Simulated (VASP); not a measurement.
# Nb (Im-3m) in VASP: notebook, part 2 of 2

VASP 6.6.1. The steps go on from the part before.

## (3) Band structure, PW91

Input file POSCAR:

```
Nb
1.0
   -1.6639500000      1.6639500000      1.6639500000
    1.6639500000     -1.6639500000      1.6639500000
    1.6639500000      1.6639500000     -1.6639500000
Nb
1
Direct
    0.0000000000      0.0000000000      0.0000000000
```

Input file INCAR.step1:

```
SYSTEM = Nb
PREC = Accurate
ENCUT = 520
EDIFF = 1E-6
ISMEAR = -1
SIGMA = 0.05
LREAL = .FALSE.
LASPH = .TRUE.
NELM = 100
ALGO = Normal
ISIF = 2
LWAVE = .FALSE.
LCHARG = .TRUE.
LMAXMIX = 4
GGA = 91
NBANDS = 12
```

Input file KPOINTS.step1:

```
regular mesh
0
G
  11 11 11
  0 0 0
```

Input file INCAR.step2:

```
SYSTEM = Nb
PREC = Accurate
ENCUT = 520
EDIFF = 1E-6
ISMEAR = 0
SIGMA = 0.05
LREAL = .FALSE.
LASPH = .TRUE.
NELM = 100
ALGO = Normal
ISIF = 2
LWAVE = .FALSE.
LCHARG = .FALSE.
LMAXMIX = 4
GGA = 91
NBANDS = 12
ICHARG = 11
```

Input file KPOINTS.step2:

```
path GHNGPH,PN
20
line-mode
reciprocal
 0.0000000000  0.0000000000  0.0000000000  G
 0.5000000000 -0.5000000000  0.5000000000  H

 0.5000000000 -0.5000000000  0.5000000000  H
 0.0000000000  0.0000000000  0.5000000000  N

 0.0000000000  0.0000000000  0.5000000000  N
 0.0000000000  0.0000000000  0.0000000000  G

 0.0000000000  0.0000000000  0.0000000000  G
 0.2500000000  0.2500000000  0.2500000000  P

 0.2500000000  0.2500000000  0.2500000000  P
 0.5000000000 -0.5000000000  0.5000000000  H

 0.2500000000  0.2500000000  0.2500000000  P
 0.0000000000  0.0000000000  0.5000000000  N
```

Potentials or basis: VASP PAW PBE potentials, release 64 (Nb_sv).

Run with:

```bash
> cat potpaw_PBE.64/Nb_sv/POTCAR > POTCAR
> cp INCAR.step1 INCAR
> cp KPOINTS.step1 KPOINTS
> mpirun -np 1 vasp_std > vasp.out
> cp INCAR.step2 INCAR
> cp KPOINTS.step2 KPOINTS
> mpirun -np 1 vasp_std > vasp.out
```

OUTCAR:

```text
SYSTEM = Nb
   PREC = Accurate
   ENCUT = 520
   EDIFF = 1E-6
   ISMEAR = 0
   LREAL = .FALSE.
   LASPH = .TRUE.
   NELM = 100
   ISIF = 2
   GGA = 91
   ICHARG = 11

 ion  position               nearest neighbor table
   1  0.000  0.000  0.000-

  LATTYP: Found a body centered cubic cell.
 ALAT       =     3.3279000000

  Lattice vectors:

 A1 = (  -1.6639500000,   1.6639500000,   1.6639500000)
 A2 = (   1.6639500000,  -1.6639500000,   1.6639500000)
 A3 = (   1.6639500000,   1.6639500000,  -1.6639500000)

Analysis of symmetry for initial positions (statically):
=====================================================================
 Subroutine PRICEL returns:
 Original cell was already a primitive cell.

 Routine SETGRP: Setting up the symmetry group for a
 body centered cubic supercell.

 Subroutine GETGRP returns: Found 48 space group operations
 (whereof 48 operations were pure point group operations)
 out of a pool of 48 trial point group operations.

The static configuration has the point symmetry O_h .

Analysis of symmetry for dynamics (positions and initial velocities):
=====================================================================
 Subroutine PRICEL returns:
 Original cell was already a primitive cell.

 Routine SETGRP: Setting up the symmetry group for a
 body centered cubic supercell.

 Subroutine GETGRP returns: Found 48 space group operations
 (whereof 48 operations were pure point group operations)
 out of a pool of 48 trial point group operations.

The dynamic configuration has the point symmetry O_h .

 Subroutine INISYM returns: Found 48 space group operations
 (whereof 48 operations are pure point group operations),
 and found     1 'primitive' translations

----------------------------------------------------------------------------------------

                                     Primitive cell
[... 104 lines left out ...]
   GGA     = 91    functional components
   LHFCALC =     F    Hartree Fock is set to
   AEXX    =    0.0000 exact exchange contribution
   IVDW    =     0    specifies the selected vdW correction
   LEPSILON=     F    determine dielectric tensor
   LRPA    =     F    only Hartree local field effects (RPA)
 non-spin polarized calculation
 Gauss-broadening in eV      SIGMA  =   0.05
  energy-cutoff  :      520.00
  volume of cell :       18.43
 maximum number of plane-waves:       531
 NGX is ok and might be reduce to    24

 number of electron      12.9999999 magnetization

 Free energy of the ion-electron system (eV)
  ---------------------------------------------------
  ext. energy  EPLUGINS =         0.00000000
  ---------------------------------------------------
  free energy    TOTEN  =       -10.99729078 eV

  energy without entropy =      -10.99123841  energy(sigma->0) =      -10.99426459

 E-fermi :  11.1895     XC(G=0): -12.3957

 val. band max:       11.1879683350   @ k =   0.1842  -0.1842   0.1842
 cond. band min:      11.1986480646   @ k =   0.1579  -0.1579   0.1579
 fundamental gap:      0.0106797296
 Fermi energy:        11.1895489371

 k-point     1 :       0.0000    0.0000    0.0000
  band No.  band energies     occupation
      1     -43.4067      2.00000
      2     -18.8562      2.00000
      3     -18.8562      2.00000
      4     -18.8562      2.00000
      5       4.9999      2.00000
      6      11.1869      1.05950
      7      11.1869      1.05948
      8      11.1869      1.05948
      9      14.0239      0.00000
     10      14.0239      0.00000
     11      25.0341      0.00000
     12      25.0341      0.00000
[... 331 lines left out ...]
 k-point    24 :       0.4211   -0.4211    0.5000
  band No.  band energies     occupation
      1     -43.0303      2.00000
      2     -19.7523      2.00000
      3     -19.7003      2.00000
      4     -19.6784      2.00000
      5       7.4044      2.00000
      6       7.4487      2.00000
      7      15.2411      0.00000
      8      15.3894      0.00000
      9      16.3025      0.00000
     10      19.7059      0.00000
     11      20.2637      0.00000
     12      20.7800      0.00000

 [... further k-points ...]

------------------------ aborting loop because EDIFF is reached ----------------------------------------

  FORCE on cell =-STRESS in cart. coord.  units (eV):
  Direction    XX          YY          ZZ          XY          YZ          ZX
  --------------------------------------------------------------------------------------
  -------------------------------------------------------------------------------------
  Total        0.1891838      0.1891838      0.1891838     -0.0000000     -0.0000000      0.0000000
  in kB       16.4480194     16.4480194     16.4480194     -0.0000000     -0.0000000      0.0000000
  external PRESSURE =      16.4480194 kB  Pullay stress =       0.0000000 kB

 VOLUME and BASIS-vectors are now :
 -----------------------------------------------------------------------------
  energy-cutoff  :      520.00
  volume of cell :       18.43
      direct lattice vectors                 reciprocal lattice vectors
    -1.663950000  1.663950000  1.663950000     0.000000000  0.300489798  0.300489798
     1.663950000 -1.663950000  1.663950000     0.300489798  0.000000000  0.300489798
     1.663950000  1.663950000 -1.663950000     0.300489798  0.300489798  0.000000000

 POSITION                                       TOTAL-FORCE (eV/Angst)
 -----------------------------------------------------------------------------------
      0.00000      0.00000      0.00000         0.000000     -0.000000      0.000000
 -----------------------------------------------------------------------------------
    total drift:                                0.000000     -0.000000     -0.000000

  FREE ENERGIE OF THE ION-ELECTRON SYSTEM (eV)
  ---------------------------------------------------
  free  energy   TOTEN  =       -10.9972907762 eV

  energy  without entropy=      -10.9912384130  energy(sigma->0) =      -10.99426459
```

OSZICAR.step1:

```text
N       E                     dE             d eps       ncg     rms          rms(c)
DAV:   1     0.120106405027E+03    0.12011E+03   -0.71667E+03  1344   0.106E+03
DAV:   2    -0.561302432102E+01   -0.12572E+03   -0.12123E+03  1460   0.392E+02
DAV:   3    -0.103599587932E+02   -0.47469E+01   -0.45706E+01  1996   0.679E+01
DAV:   4    -0.106299946823E+02   -0.27004E+00   -0.26848E+00  1844   0.140E+01
DAV:   5    -0.106401801043E+02   -0.10185E-01   -0.10176E-01  1984   0.228E+00    0.699E+00
DAV:   6    -0.102209679454E+02    0.41921E+00   -0.63517E-01  2148   0.100E+01    0.239E+00
DAV:   7    -0.101734506063E+02    0.47517E-01   -0.17906E-01  2216   0.526E+00    0.937E-01
DAV:   8    -0.101781228033E+02   -0.46722E-02   -0.10968E-02  1612   0.136E+00    0.495E-02
DAV:   9    -0.101781748177E+02   -0.52014E-04   -0.95335E-04  2264   0.302E-01    0.395E-02
DAV:  10    -0.101781866658E+02   -0.11848E-04   -0.19679E-05  1580   0.561E-02    0.130E-02
DAV:  11    -0.101781797088E+02    0.69570E-05   -0.41294E-06  1732   0.352E-02    0.258E-03
DAV:  12    -0.101781795315E+02    0.17732E-06   -0.13413E-07   960   0.486E-03
   1 F= -.10178180E+02 E0= -.10170568E+02  d E =-.152235E-01
```

It took 18 s on 1 thread of Intel Xeon Platinum 8375C at 2.90GHz (Ice Lake), shared host; peak memory 0.15 GiB.

Results:

| Property | Result |
| --- | --- |
| Band gap along the path | none (metal or under the smearing width) |

Levels at the corners of the path, in eV from the Fermi level:
```csv
point,band 2,band 3,band 4,band 5,band 6,band 7,band 8,band 9,band 10,band 11
Γ,-29.66,-29.66,-29.66,-5.80,0.38,0.38,0.38,3.22,3.22,14.23
H,-30.53,-30.53,-30.53,-3.55,-3.55,5.46,5.46,5.46,8.96,8.96
H,-30.53,-30.53,-30.53,-3.55,-3.55,5.46,5.46,5.46,8.96,8.96
N,-30.93,-30.06,-29.67,-3.58,-1.57,2.27,3.23,3.89,6.20,11.63
N,-30.93,-30.06,-29.67,-3.58,-1.57,2.27,3.23,3.89,6.20,11.63
Γ,-29.66,-29.66,-29.66,-5.80,0.38,0.38,0.38,3.22,3.22,14.23
Γ,-29.66,-29.66,-29.66,-5.80,0.38,0.38,0.38,3.22,3.22,14.23
P,-30.30,-30.30,-30.30,-1.04,-1.04,-1.04,4.02,4.02,9.21,11.73
P,-30.30,-30.30,-30.30,-1.04,-1.04,-1.04,4.02,4.02,9.21,11.73
H,-30.53,-30.53,-30.53,-3.55,-3.55,5.46,5.46,5.46,8.96,8.96
P,-30.30,-30.30,-30.30,-1.04,-1.04,-1.04,4.02,4.02,9.21,11.73
N,-30.93,-30.06,-29.67,-3.58,-1.57,2.27,3.23,3.89,6.20,11.63
```

Caveat: the log is that of the step along the path at fixed density, whose energy, stress, charges and moments have no meaning; the PAW data sets were made with another functional, which shifts forces and pressure a little.

## (4) Band structure, r2SCAN

Input file INCAR:

```
SYSTEM = Nb
PREC = Accurate
ENCUT = 520
EDIFF = 1E-6
ISMEAR = -1
SIGMA = 0.05
LREAL = .FALSE.
LASPH = .TRUE.
NELM = 100
ALGO = Normal
ISIF = 2
LWAVE = .FALSE.
LCHARG = .FALSE.
LMAXMIX = 4
METAGGA = R2SCAN
LMIXTAU = .TRUE.
NBANDS = 12
```

Input file KPOINTS:

```
regular mesh
0
G
  11 11 11
  0 0 0
```

POSCAR is that of step 3.

Input file KPOINTS_OPT:

```
path GHNGPH,PN
20
line-mode
reciprocal
 0.0000000000  0.0000000000  0.0000000000  G
 0.5000000000 -0.5000000000  0.5000000000  H

 0.5000000000 -0.5000000000  0.5000000000  H
 0.0000000000  0.0000000000  0.5000000000  N

 0.0000000000  0.0000000000  0.5000000000  N
 0.0000000000  0.0000000000  0.0000000000  G

 0.0000000000  0.0000000000  0.0000000000  G
 0.2500000000  0.2500000000  0.2500000000  P

 0.2500000000  0.2500000000  0.2500000000  P
 0.5000000000 -0.5000000000  0.5000000000  H

 0.2500000000  0.2500000000  0.2500000000  P
 0.0000000000  0.0000000000  0.5000000000  N
```

Run with:

```bash
> cat potpaw_PBE.64/Nb_sv/POTCAR > POTCAR
> mpirun -np 1 vasp_std > vasp.out
```

Wall time 64 s (1 thread of Intel Xeon Platinum 8375C at 2.90GHz (Ice Lake), shared host); peak memory 0.15 GiB.

Results (log left out):

| Quantity | Value |
| --- | --- |
| Free energy | -24.8391 eV |
| Pressure | -3.6 GPa |
| Band gap along the path | none (metal or under the smearing width) |

Levels at the corners of the path, in eV from the Fermi level:
```
point  band 2  band 3  band 4  band 5  band 6  band 7  band 8  band 9  band 10  band 11
    Γ  -30.76  -30.76  -30.76   -6.22    0.47    0.47    0.47    3.52     3.52    14.84
    H  -31.68  -31.68  -31.68   -3.72   -3.72    5.73    5.73    5.73     9.35     9.35
    H  -31.68  -31.68  -31.68   -3.72   -3.72    5.73    5.73    5.73     9.35     9.35
    N  -32.11  -31.18  -30.77   -3.78   -1.62    2.16    3.52    4.23     6.49    12.11
    N  -32.11  -31.18  -30.77   -3.78   -1.62    2.16    3.52    4.23     6.49    12.11
    Γ  -30.76  -30.76  -30.76   -6.22    0.47    0.47    0.47    3.52     3.52    14.84
    Γ  -30.76  -30.76  -30.76   -6.22    0.47    0.47    0.47    3.52     3.52    14.84
    P  -31.44  -31.44  -31.44   -1.15   -1.15   -1.15    4.37    4.37     9.92    12.19
    P  -31.44  -31.44  -31.44   -1.15   -1.15   -1.15    4.37    4.37     9.92    12.19
    H  -31.68  -31.68  -31.68   -3.72   -3.72    5.73    5.73    5.73     9.35     9.35
    P  -31.44  -31.44  -31.44   -1.15   -1.15   -1.15    4.37    4.37     9.92    12.19
    N  -32.11  -31.18  -30.77   -3.78   -1.62    2.16    3.52    4.23     6.49    12.11
```

Caveat: the PAW data sets were made with another functional, which shifts forces and pressure a little.

## (5) Band structure, SCAN

Edit INCAR of step 4 so:

```diff
@@ -14,3 +14,3 @@
 LMAXMIX = 4
-METAGGA = R2SCAN
+METAGGA = SCAN
 LMIXTAU = .TRUE.
```

KPOINTS is that of step 4.

POSCAR is that of step 4.

KPOINTS_OPT is that of step 4.

Run with:

```bash
> cat potpaw_PBE.64/Nb_sv/POTCAR > POTCAR
> mpirun -np 1 vasp_std > vasp.out
```

Wall time 81 s (1 thread of Intel Xeon Platinum 8375C at 2.90GHz (Ice Lake), shared host); peak memory 0.15 GiB.

The run converged. Its results:

```yaml
Free_energy: -33.2294 eV
Pressure: -4.8 GPa
Band_gap_along_the_path: none (metal or under the smearing width)
```

Levels at the corners of the path, in eV from the Fermi level:
| point | band 2 | band 3 | band 4 | band 5 | band 6 | band 7 | band 8 | band 9 | band 10 | band 11 |
| --- | --- | --- | --- | --- | --- | --- | --- | --- | --- | --- |
| Γ | -30.73 | -30.73 | -30.73 | -6.24 | 0.44 | 0.44 | 0.44 | 3.58 | 3.58 | 14.90 |
| H | -31.66 | -31.66 | -31.66 | -3.64 | -3.64 | 5.80 | 5.80 | 5.80 | 9.20 | 9.20 |
| H | -31.66 | -31.66 | -31.66 | -3.64 | -3.64 | 5.80 | 5.80 | 5.80 | 9.20 | 9.20 |
| N | -32.09 | -31.16 | -30.74 | -3.78 | -1.64 | 2.19 | 3.54 | 4.28 | 6.59 | 12.14 |
| N | -32.09 | -31.16 | -30.74 | -3.78 | -1.64 | 2.19 | 3.54 | 4.28 | 6.59 | 12.14 |
| Γ | -30.73 | -30.73 | -30.73 | -6.24 | 0.44 | 0.44 | 0.44 | 3.58 | 3.58 | 14.90 |
| Γ | -30.73 | -30.73 | -30.73 | -6.24 | 0.44 | 0.44 | 0.44 | 3.58 | 3.58 | 14.90 |
| P | -31.42 | -31.42 | -31.42 | -1.13 | -1.13 | -1.13 | 4.42 | 4.42 | 9.59 | 12.27 |
| P | -31.42 | -31.42 | -31.42 | -1.13 | -1.13 | -1.13 | 4.42 | 4.42 | 9.59 | 12.27 |
| H | -31.66 | -31.66 | -31.66 | -3.64 | -3.64 | 5.80 | 5.80 | 5.80 | 9.20 | 9.20 |
| P | -31.42 | -31.42 | -31.42 | -1.13 | -1.13 | -1.13 | 4.42 | 4.42 | 9.59 | 12.27 |
| N | -32.09 | -31.16 | -30.74 | -3.78 | -1.64 | 2.19 | 3.54 | 4.28 | 6.59 | 12.14 |

Caveat: the PAW data sets were made with another functional, which shifts forces and pressure a little.

## (6) The reference run

An earlier run on the cell as given: functional PBE; potentials or basis VASP PAW PBE potentials, release 64 (Nb_sv); cutoff 520 eV; k mesh 11 × 11 × 11; occupations fermi-dirac, width 0.05 eV; no spin polarisation.

* Pressure: -2.3 GPa
* Band gap on the k mesh: none (metal or under the smearing width)

## (7) The runs side by side

```csv
task,level,pressure (GPa)
band structure,AM05,-
band structure,PW91,-
band structure,r2SCAN,-3.6
band structure,SCAN,-4.8
single point,PBE,-2.3
```

Alike in all rows: potentials or basis VASP PAW PBE potentials, release 64 (Nb_sv); no spin polarisation; cell as given; k mesh 11 × 11 × 11; cutoff (eV) 520; smearing fermi-dirac 0.05 eV.

The pressure there spans -4.8 GPa (SCAN) to -2.3 GPa (PBE); a positive pressure means that this level wants a larger cell, a negative one a smaller.

Caveats: the PAW data sets were made with another functional, which shifts forces and pressure a little (some runs).

Absolute energies hang on the potentials; compare differences alone.
